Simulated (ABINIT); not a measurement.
**MgO: band structure with LDA**

**Measured values to compare with.**

“Electronic structure of alkaline earth and post-transition metal oxides”, 2009, arxiv:0908.1581 quotes, for a bulk crystal of MgO: band gap 7.83 eV.

The system is MgO.

```
CELL_PARAMETERS angstrom
0.00000 2.09700 2.09700
2.09700 0.00000 2.09700
2.09700 2.09700 0.00000
ATOMIC_POSITIONS crystal
Mg 0.00000 0.00000 0.00000
O 0.50000 0.50000 0.50000
```

The cell is a database's computed one.

```yaml
Program: ABINIT 10.8.3 (patched build)
Task: band structure
Functional: LDA
Potentials_or_basis: JTH PAW LDA v2.0
Cutoff: 626 eV
k_mesh: 11 × 11 × 11
Occupations: fermi-dirac, width 0.05 eV
Spin: no spin polarisation
Fine-grid_cutoff: 1224.51 eV
```

```json
{
 "Pressure": "-3.4 GPa",
 "Band gap on the k mesh": "4.78 eV, direct",
 "Band gap along the path": "4.78 eV, direct",
 "Valence electrons inside the program's atomic spheres": "Mg 8.31; O 4.57"
}
```

Levels at the corners of the path, in eV from the valence-band top:
```csv
point,band 4,band 5,band 6,band 7,band 8,band 9,band 10,band 11,band 12,band 13
Γ,-38.76,-17.07,0.00,0.00,0.00,4.78,15.60,15.60,15.60,19.64
X,-38.79,-15.43,-4.16,-1.38,-1.38,8.91,9.85,13.04,18.89,18.89
W,-38.79,-15.36,-3.02,-3.02,-1.83,11.54,11.54,12.06,15.45,21.83
K,-38.78,-15.39,-3.57,-2.79,-1.18,9.94,11.67,12.46,18.01,18.22
Γ,-38.76,-17.07,0.00,0.00,0.00,4.78,15.60,15.60,15.60,19.64
L,-38.77,-15.66,-4.74,-0.68,-0.68,7.82,12.56,16.16,16.16,20.82
U,-38.78,-15.39,-3.57,-2.79,-1.18,9.94,11.67,12.46,18.01,18.22
W,-38.79,-15.36,-3.02,-3.02,-1.83,11.54,11.54,12.06,15.45,21.83
L,-38.77,-15.66,-4.74,-0.68,-0.68,7.82,12.56,16.16,16.16,20.82
K,-38.78,-15.39,-3.57,-2.79,-1.18,9.94,11.67,12.46,18.01,18.22
```

Wall time 26 s on 1 thread of Arm Neoverse V2, on a shared host, peak memory 0.11 GiB.

A measured gap of MgO is 7.83 eV (quoted in “Electronic structure of alkaline earth and post-transition metal oxides”, 2009, arxiv:0908.1581); the calculated 4.78 eV misses it by -3.05 eV. The value is that of LDA, without temperature or zero-point motion. Semilocal functionals fall short of measured gaps as a rule. The cell is a database's relaxed one, not the measured one, which moves gaps too.
